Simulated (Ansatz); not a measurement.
# Te: energy and pressure over a range of volumes

One table from this session's results is given with a row withheld; the runs are named, their logs left out.

Method: DFT PBE, scalar-relativistic, in Ansatz 0.2.0.

## Starting point

Symmetry: C2/m, No. 12, monoclinic system. The conventional cell has a = 8.468 Å, b = 4.742 Å, c = 3.959 Å, α = 90.00°, β = 91.89°, γ = 90.00°. Te (site symmetry m) has 6 Te at 2.99 to 3.25 Å as nearest neighbours. Te (site symmetry 2/m) has 6 Te at 2.99 to 3.10 Å as nearest neighbours.

Cell or atoms stand a little off a more symmetric structure (R-3m at a tolerance of 0.3 Å), so results at this geometry aren't those of that ideal crystal.

Coordinates:

```cif
data_structure
_symmetry_space_group_name_H-M 'C2/m'
_symmetry_Int_Tables_number 12
_cell_length_a 8.4682
_cell_length_b 4.7424
_cell_length_c 3.9595
_cell_angle_alpha 90.000
_cell_angle_beta 91.888
_cell_angle_gamma 90.000
_cell_volume 158.93
loop_
_atom_site_label
_atom_site_type_symbol
_atom_site_symmetry_multiplicity
_atom_site_Wyckoff_symbol
_atom_site_fract_x
_atom_site_fract_y
_atom_site_fract_z
_atom_site_occupancy
Te1 Te 4 i 0.67600 0.00000 0.67500 1
Te2 Te 2 a 0.00000 0.00000 0.00000 1
```

The file gives the conventional cell by its symmetry; the runs use the cell typed in the input.

Atoms are numbered in the order of the input: Te1, Te2, Te3.

Set-up of the first run:

The input, input.yaml:

```yaml
crystal:
  lattice:
    - [4.1476655429, -2.322794581, 0.0]
    - [4.1476655429, 2.322794581, 0.0]
    - [-0.1277870079, 0.0, 3.8765650873]
  atoms:
    - { symbol: Te, position: [0.676, 0.676, 0.675] }
    - { symbol: Te, position: [0.324, 0.324, 0.325] }
    - { symbol: Te, position: [0.0, 0.0, 0.0] }
kpoints:
  mp_grid: { grid: [8, 8, 8] }
  band_path:
    path:
      - [0.0, 0.0, 0.0]
      - [-0.3284920764, 0.3284920764, 0.0]
      - [-0.6715079236, -0.3284920764, 0.0]
      - [-0.5, -0.5, 0.0]
      - [0.0, 0.0, 0.0]
      - [-0.5, -0.5, 0.5]
      - [-0.6770386277, -0.3229613723, 0.5]
      - [-0.3229613723, 0.3229613723, 0.5]
      - [0.0, 0.0, 0.5]
    npoints: 5
scf:
  occupations: { method: fermi_dirac, width: 0.05 }
hamiltonian:
  xc: pbe
  pseudopotentials: { kind: all_electron, lapw: { basis_error: 0.001 } }
output:
  forces: true
  stress: true
  eigenvalues: true
```

The run is started by

```bash
$ ansatz run input.yaml --threads 1 --pin off --max-ram 4096MiB --backend cpu --events-out ev --progress --plain --runs-dir out
```

Among the steps run: Volume × 0.94, LAPW; Volume × 0.94, PAW; Volume × 0.94, crystal datasets; Volume × 0.98, LAPW; Volume × 0.98, PAW; Volume × 0.98, crystal datasets; Volume × 1.01, LAPW; Volume × 1.01, PAW; Volume × 1.01, crystal datasets; Volume × 1.04, LAPW; Volume × 1.04, PAW; Volume × 1.04, crystal datasets.

One table of the session follows, with a row left open; its other results are not shown here.

It belongs to the step «Fits». 

| method | volume (Å³/atom) | pressure (GPa) | largest force (eV/Å) |
| --- | --- | --- | --- |
| LAPW | 24.898 | 15.94 | 0.685 |
| LAPW | 25.958 | ? | ? |
| LAPW | 26.752 | 8.51 | 0.474 |
| LAPW | 27.547 | 6.04 | 0.398 |
| PAW | 24.898 | 15.92 | 0.686 |
| PAW | 25.958 | 11.36 | 0.559 |
| PAW | 26.752 | 8.49 | 0.475 |
| PAW | 27.547 | 6.03 | 0.398 |
| crystal datasets | 24.898 | 15.94 | 0.685 |
| crystal datasets | 25.958 | 11.37 | 0.558 |
| crystal datasets | 26.752 | 8.51 | 0.474 |
| crystal datasets | 27.547 | 6.04 | 0.398 |

Estimate the missing values for LAPW, 25.958.

**Answer.** pressure (GPa): 11.38; largest force (eV/Å): 0.558. In the column «pressure (GPa)» it lies between crystal datasets, 25.958 (11.37) and PAW, 24.898 (15.92).

Caveats from the session: Warnings in the runs' records: gradients without spin orbit, crystal datasets made.
